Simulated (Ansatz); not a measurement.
Runs of Ansatz 0.2.0 on BaTiO3. The typed cell holds 10 atoms: a = 4.004 Å, b = 5.655 Å, c = 5.670 Å, α = 90.00°, β = 90.21°, γ = 90.00°. 

| task | level | U | cell | k mesh | cutoff (eV) | points for each segment of the path | hubbard projectors | double counting | gap on the mesh (eV) | pressure (GPa) | relaxed volume (Å³/atom) | largest force (eV/Å) |
| --- | --- | --- | --- | --- | --- | --- | --- | --- | --- | --- | --- | --- |
| relaxation of cell and atoms | r2SCAN | - | relaxed | 7 × 5 × 5 | 500 | - | - | - | (a) | 0.0 | (b) | 0.01 |
| single point | PBE | - | as given | 12 × 8 × 8 | 420 | - | - | - | 2.24 | 8.5 | - | 3.23 |
| single point | PBE | - | as given | 7 × 5 × 5 | 250 | - | - | - | 2.24 | 6.3 | - | 3.59 |
| relaxation of cell and atoms | PBE | - | relaxed | 7 × 5 × 5 | 420 | - | - | - | 2.64 | 0.0 | 13.38 | - |
| band structure | PBEsol+U | Ti d U = 5 eV | as given | 7 × 5 × 5 | 420 | 10 | ortho-atomic (the default) | fll (the default) | 2.76 | 4.2 | - | 3.50 |

Alike in all rows: potentials or basis Ansatz PAW; no spin polarisation; smearing fermi-dirac 0.05 eV.

Task: Fill in the values left out.

Result: (a) 2.88; (b) 13.03.

Caveats: spin-orbit coupling is left out, which moves the levels of the heavy elements; odd divisions of the mesh miss points on the zone boundary, where band edges often lie, so the gap on the mesh can be too wide (some runs); forces of over 1 eV/Å show positions far from the minimum, so gaps and moduli don't describe the material at rest (some runs); the plane-wave basis is chosen anew once the cell has moved, so the energies of steps on either side of that aren't comparable (some runs); the PAW data sets come from PBE, with cores solved anew for the run's functional, which leaves a small shift of forces and pressure (some runs); the pressure holds a Pulay correction of +73.2 GPa for the finite cutoff (some runs); the cutoff lies under the one recommended for these potentials (some runs).

A k mesh can miss the band edges, and the runs leave out spin-orbit coupling on Ba.
